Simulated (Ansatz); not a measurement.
# Si: how the energy converges with the cutoff

Si, Ia-3, a = 6.622 Å. This isn't the element's structure at ambient conditions. Ansatz: PBE, PAW, cutoff varied, Γ-centred 8×8×8 mesh on 8 atoms, Gaussian smearing 0.10 eV; no spin polarisation. Single points at one geometry, the cutoff alone changed; ΔE is the energy at zero smearing over the run at 850 eV (runs within 0.3 meV/atom of it are left out). The runs up to 380 eV lie under the cutoff recommended for these PAW datasets.

| cutoff (eV) | ΔE (meV/atom) |
| --- | --- |
| 150 | ? |
| 200 | 141.97 |
| 250 | 52.14 |
| 300 | 17.89 |
| 350 | 4.40 |
| 380 | 1.36 |

**Question.** Assume ΔE falls exponentially with the cutoff, fit y = ln ΔE against x, the cutoff in eV, to the other rows, and predict the missing value.

**Answer.** y = 4.956, 3.954, 2.884, 1.482, 0.307. Means x = 296.0, y = 2.7166; Σ(Δx)² = 21320, ΣΔxΔy = -540.3; the slope is their ratio. y = 10.22 − 0.02534 x, a factor of ten per 91 eV. At 150 eV this gives ΔE = 613.39 meV/atom. The run gave 296.00, a ratio of 2.07. Between neighbouring rows the decay runs from a factor of ten per 59 eV to one per 157 eV, so one exponential is only a rough guide.